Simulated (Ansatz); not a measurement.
# BeS under changes of volume

One of the cells (14.261 Å³/atom); the others are scaled copies at fixed shape and fractional positions:

```
S Be
1.0
     0.00000    2.42500    2.42500
     2.42500    0.00000    2.42500
     2.42500    2.42500    0.00000
S Be
1 1
Direct
  0.75000 0.75000 0.75000
  0.00000 0.00000 0.00000
```

- Program: Ansatz 0.2.0
- Functional: LDA
- Potentials or basis: all-electron LAPW, scalar-relativistic
- Cutoff: 226 eV (chosen from the basis error)
- Basis error allowed: 0.001 eV/atom
- k mesh: 9 × 9 × 9
- Occupations: fermi-dirac, width 0.05 eV
- Spin: no spin polarisation

| volume (Å³/atom) | energy over the lowest point (meV/atom) | pressure (GPa) | gap on the mesh (eV) |
| --- | --- | --- | --- |
| 13.405 | ? | ? | ? |
| 13.690 | 0.00 | 0.7 | 2.91 |
| 13.975 | 0.58 | -1.3 | 2.95 |
| 14.261 | 4.68 | -3.2 | 3.00 |
| 14.546 | 11.99 | -4.9 | 3.03 |
| 14.831 | 22.19 | -6.5 | 3.07 |
| 15.116 | 35.01 | -7.9 | 3.11 |

Task: What does the run at 13.405 Å³/atom give?

Result: Energy over the lowest point 3.31 meV/atom; pressure 3.0 GPa; gap on the mesh 2.86 eV.

Worked out: A Birch-Murnaghan fit of order 3 (a polynomial in V^(-2/3)) to the other rows has its minimum at 13.79 Å³/atom with B0 = V·E''(V) = 102 GPa and B' = 3.8. It gives 3.32 meV/atom at 13.405 Å³/atom, against the run's 3.31, and -dE/dV = 3.0 GPa, against 3.0. A straight line through the other rows of the gap, of slope 2 eV per unit of ln V, extrapolates to 2.87 eV, against the run's 2.86.

Energies are extrapolated to zero smearing.

Caveats: an odd mesh through Γ misses points on the zone boundary, where band edges often lie.
